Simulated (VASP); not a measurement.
H9ClO4: single point with r2SCAN+D3(BJ)

Crystal: H9ClO4.

```
O H Cl
1.0
     5.72967    0.00000    0.00000
     0.00000    5.72967    0.00000
     0.00000    0.00000    5.72967
O H Cl
4 9 1
Direct
  0.71578 0.30082 0.09842
  0.74921 0.94752 0.82298
  0.47207 0.89322 0.40617
  0.94998 0.73357 0.32276
  0.74626 0.15104 0.98880
  0.84071 0.29522 0.18790
  0.75242 0.77587 0.83603
  0.63398 0.96266 0.70922
  0.54975 0.05683 0.33402
  0.42580 0.86889 0.23642
  0.79308 0.67957 0.32508
  0.98028 0.76270 0.17265
  0.10676 0.70627 0.58728
  0.20589 0.57752 0.76620
```

The cell was built by a generator and needn't be a form met in nature.

```yaml
Program: VASP 6.6.1
Task: single point
Functional: r2SCAN
Dispersion: D3(BJ)
Potentials_or_basis: VASP PAW PBE potentials, release 64 (O, H, Cl)
Cutoff: 520 eV
k_mesh: 1 × 1 × 1
Occupations: fermi-dirac, width 0.05 eV
Spin: no spin polarisation
Dipole_correction: no
Further_INCAR_settings: ALGO = Normal; EDIFF = 1e-07; NBANDS = 33
```

The pressure is 0.2 GPa, the largest force is 6.519 eV/Å and the band gap on the k mesh is 5.25 eV, direct. The dispersion energy per atom is -0.017 eV.

Forces on the atoms (eV/Å):
```
O   -4.377 -2.125 -4.340
O    1.199 -1.790  1.057
O    1.276  3.814 -4.309
O   -0.361 -0.720  4.411
H   -0.755  2.061  1.326
H    4.967  0.200  3.618
H    0.330  0.731  0.307
H   -1.623  0.569 -1.719
H   -0.953 -2.451  2.086
H   -0.214 -0.913  1.874
H   -0.854 -0.140  0.268
H    1.317  0.842 -4.599
H    0.716 -1.039  0.937
Cl  -0.669  0.960 -0.918
```

Stress tensor (GPa, compression positive):
```
 4.30 -0.28  2.31
-0.28 -4.91  0.83
 2.31  0.83  1.16
```

Levels at points of the mesh, in eV from the valence-band top:
```tsv
k point	band 18	band 19	band 20	band 21	band 22	band 23
(0.00, 0.00, 0.00)	-0.43	-0.26	0.00	5.25	8.34	8.64
```

Run time: 45 s on 1 thread of Intel(R) Xeon(R) 6975P-C (Granite Rapids) (shared host), peak memory 0.32 GiB.

Caveat: the PAW data sets were made with another functional, which shifts forces and pressure a little. r2SCAN opens gaps a little over a GGA but as a rule still falls short of measured ones.
